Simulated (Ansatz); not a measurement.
**Calculated 17O NMR of the central transition for SiO2**

Cell: a structure deposited in the COD, its atoms then relaxed with PBE in this cell.

```cif
data_SiO2
_symmetry_space_group_name_H-M 'P4_12_12'
_symmetry_Int_Tables_number 92
_cell_length_a 4.9717
_cell_length_b 4.9717
_cell_length_c 6.9223
_cell_angle_alpha 90.000
_cell_angle_beta 90.000
_cell_angle_gamma 90.000
loop_
_atom_site_label
_atom_site_type_symbol
_atom_site_symmetry_multiplicity
_atom_site_Wyckoff_symbol
_atom_site_fract_x
_atom_site_fract_y
_atom_site_fract_z
Si Si 4 a 0.3054 0.3054 0.0000
O O 8 b 0.2367 0.1168 0.1854
```

One atom of each set is listed.

Level of theory: DFT, PBE, plane waves and PAW (field gradients read without the response of the frozen cores, which leaves them typically 4 to 6 % off), scalar-relativistic, 420 eV cutoff, Γ-centred 5×5×4 k-points, Fermi–Dirac smearing 0.02 eV (Ansatz 0.2.0).

17O has I = 5/2 and Q = -25.58 mb (Pyykkö 2018); at 9.4 T its Larmor frequency is ν₀ = 54.3 MHz. Only the quadrupole interaction is simulated: positions count from each site's isotropic chemical shift, and shift anisotropy, dipolar and J coupling are left out.

**Question.** Give C_Q, η, the quadrupolar product P_Q = |C_Q|(1 + η²/3)^½, the second-order isotropic shift and the breadth of the pattern (static powder) for each O site.

**Answer.** 

| site | first shell | C_Q (MHz) | η | P_Q (MHz) | δ_QIS (ppm) | breadth (kHz) |
| --- | --- | --- | --- | --- | --- | --- |
| O | 2 Si at 1.62–1.63 Å, angle 143° | -6.02 | 0.20 | 6.06 | -74.8 | 24.6 |

δ_QIS = −(ν_Q²/30ν₀²)[I(I+1) − 3/4](1 + η²/3) × 10⁶ ppm with ν_Q = 3|C_Q|/[2I(2I−1)]; it falls as 1/B₀² in ppm, and the breadth as 1/B₀ in kHz.

At O V_zz runs parallel to the line that joins its two neighbours (within 1°).

The relaxation (6 steps) took 50 s of wall time (50 s of CPU time) and 0.5 GiB at its peak, on 1 thread of Intel Xeon Platinum 8259CL CPU @ 2.50GHz (Skylake/Cascade Lake) (x86_64; 8 cores open to the job, memory cap 3.0 GiB, no GPU), a shared host with a load of 0.4 a core.
